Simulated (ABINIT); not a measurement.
Runs of ABINIT 10.8.3 (patched build) on Hf. The cell holds a slab with vacuum, 5 atoms: a = 3.140 Å, b = 3.140 Å, c = 25.254 Å, α = 90.00°, β = 90.00°, γ = 120.00°. 

```csv
task,level,cell,optimiser (ionmov),force stop (Ha/bohr),gap on the mesh (eV),largest force (eV/Å),work function (eV)
work function,PBE,"cell taken from the last step of an earlier PBE relaxation by this program, which needn't have reached its minimum",-,-,none,-,4.45
work function,PBE,as given,-,-,none,0.69,(a)
relaxation of the atoms,PBE,atoms relaxed,3,0.0001,none,-,-
single point,revPBE,as given,-,-,none,0.69,-
```

Alike in all rows: potentials or basis JTH PAW PBE v2.0; no spin polarisation; k mesh 10 × 10 × 1; cutoff (eV) 517; smearing fermi-dirac 0.05 eV.

Question: Estimate the missing entries.

Answer: (a) 4.47.

Caveats: the PAW data sets were made with another functional, which shifts forces and pressure a little (some runs).

A k mesh can miss the band edges, and the runs leave out spin-orbit coupling on Hf.

A gap of «none» marks a metal or a gap under the smearing width.
